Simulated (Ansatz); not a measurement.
# SnO: the cost of one run

Method: DFT PBE+D3(BJ), scalar-relativistic, plane waves, PAW, in Ansatz 0.2.0.

6 further runs of the same task are left out: 3 that didn't finish, 3 set aside as unsound or not needed.

### Step 1. The system as given

The structure is tetragonal, space group P4/nmm (No. 129). The conventional cell has a = 3.837 Å, b = 3.837 Å, c = 4.762 Å, α = 90.00°, β = 90.00°, γ = 90.00°. Sn (site symmetry 4mm) has 4 O at 2.24 Å as nearest neighbours. Around O (site symmetry -4m2) lie 4 Sn at 2.24 Å.

As a file:

```cif
data_structure
_symmetry_space_group_name_H-M 'P4/nmm:1'
_symmetry_Int_Tables_number 129
_cell_length_a 3.8371
_cell_length_b 3.8371
_cell_length_c 4.7621
_cell_angle_alpha 90.000
_cell_angle_beta 90.000
_cell_angle_gamma 90.000
_cell_volume 70.11
loop_
_atom_site_label
_atom_site_type_symbol
_atom_site_symmetry_multiplicity
_atom_site_Wyckoff_symbol
_atom_site_fract_x
_atom_site_fract_y
_atom_site_fract_z
_atom_site_occupancy
Sn1 Sn 2 c 0.00000 0.50000 0.24324 1
O1 O 2 a 0.00000 0.00000 0.00000 1
```

It is the result of an earlier relaxation at this level (volume 17.53 Å³/atom; gap on the mesh: none (metal)).

### Step 2. The reference cell

Reference values: F = -13184.3101 eV; pressure -0.01 GPa; largest force 0.006 eV/Å; gap on the mesh none (metal). It was computed beforehand with the settings of the runs below.

### Step 3. Setting up a strain scan

The cell is strained by ε times the Voigt pattern (0, 0, 0, 1, 0, 0) (xx, yy, zz, yz, xz, xy; engineering shear), with fractional coordinates fixed (clamped ions). The stress on the pattern is the sum of the stress components weighted by it, tension positive.

### Step 4. Point ε = -0.1000

input.yaml reads:

```yaml
crystal:
  lattice:
    - [3.837096323, 0.0, 0.0]
    - [0.0, 3.837096323, -0.1918548162]
    - [0.0, -0.2381064314, 4.7621286275]
  atoms:
    - { symbol: Sn, position: [0.0, 0.5, 0.2432422108] }
    - { symbol: Sn, position: [0.5, 0.0, 0.7567577892] }
    - { symbol: O, position: [0.0, 0.0, 0.0] }
    - { symbol: O, position: [0.5, 0.5, 0.0] }
basis:
  ecutwfc: 420
kpoints:
  mp_grid: { grid: [12, 12, 10] }
hamiltonian:
  xc: pbe
  dispersion: d3bj
scf:
  occupations: { method: gaussian, width: 0.15 }
output:
  forces: true
  stress: true
  eigenvalues: true
```

Command:

```sh
$ ansatz run input.yaml --threads 1 --pin off --max-ram 2560MiB --backend cpu --events-out ev --progress --plain --runs-dir out
```

Q: Estimate wall time and peak memory on 1 thread of Intel Xeon 6975P-C (Granite Rapids), shared host.

About 17 s, with a peak of 0.8 GiB.
